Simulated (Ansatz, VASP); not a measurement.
**Ru in VASP and in Ansatz**

```
Ru
1.0
     2.51154    0.00000    0.00000
     0.00000    2.51154    0.00000
     0.00000    0.00000    2.51154
Ru
1
Direct
  0.00000 0.00000 0.00000
```

Alike in both runs: functional PBE; k mesh 13 × 13 × 13; occupations fermi-dirac, width 0.08 eV; no spin polarisation.

Ansatz relaxed the structure, and its values are those at the end. VASP's run is a single point on that final structure, the one shown.

```csv
,VASP,Ansatz
version,VASP 6.6.1,Ansatz 0.2.0
potentials or method,"VASP PAW PBE potentials, release 64 (Ru_pv)","PAW with Ansatz's earlier generated frozen-core files (soft_1), scalar-relativistic"
plane-wave cutoff (eV),520,420
valence electrons in the cell,14,16
```

Ansatz gave:

```
pressure (GPa) : 0.0
```

Question: What did VASP give for the same quantities?

Answer: Pressure (GPa): 0.1.

The two sets of potentials don't hold the same shells in valence.
